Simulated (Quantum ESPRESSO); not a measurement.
Se: single point with PBE

Crystal: Se.

```xyz
3
Lattice="4.7033 0.0000 0.0000 -2.3517 4.0732 0.0000 0.0000 0.0000 5.3361" Properties=species:S:1:pos:R:3 pbc="T T T"
Se    1.8216    3.1551    0.0000
Se   -0.5301    0.9181    3.5574
Se    1.0601    0.0000    1.7787
```

The cell isn't the ideal one: volume scaled by 1.25.

```json
{
 "Program": "Quantum ESPRESSO 7.5",
 "Task": "single point",
 "Functional": "PBE",
 "Potentials or basis": "SG15 PBE 1.2",
 "Cutoff": "952 eV",
 "Density cutoff": "3810 eV",
 "k mesh": "6 × 6 × 4",
 "Occupations": "fermi-dirac, width 0.05 eV",
 "Spin": "no spin polarisation"
}
```

```
Pressure               : -5.8 GPa
Largest force          : 1.329 eV/Å
Band gap on the k mesh : 0.83 eV, indirect (least direct gap 0.97 eV)
```

Forces on the atoms (eV/Å):
```
Se   0.664  1.151  0.000
Se   0.664 -1.151  0.000
Se  -1.329  0.000  0.000
```

Stress tensor (GPa, compression positive):
```
-4.72  0.00  0.00
 0.00 -4.72  0.00
 0.00  0.00 -7.85
```

Levels at points of the mesh, in eV from the valence-band top:
| k point | band 7 | band 8 | band 9 | band 10 | band 11 | band 12 |
| --- | --- | --- | --- | --- | --- | --- |
| (0.00, 0.00, 0.00) | -1.28 | -1.28 | -0.16 | 1.59 | 1.59 | 2.03 |
| (0.00, 0.00, -0.50) | -0.91 | -0.91 | -0.67 | 1.24 | 1.27 | 1.27 |
| (0.00, -0.50, 0.00) | -2.11 | -1.23 | -0.60 | 1.72 | 2.02 | 3.14 |
| (0.00, -0.50, -0.50) | -1.20 | -0.82 | 0.00 | 1.33 | 2.34 | 2.43 |

Run time: 61 s on 2 threads of Arm Neoverse V1 (shared host), peak memory 0.11 GiB.

A k mesh can miss the band edges.
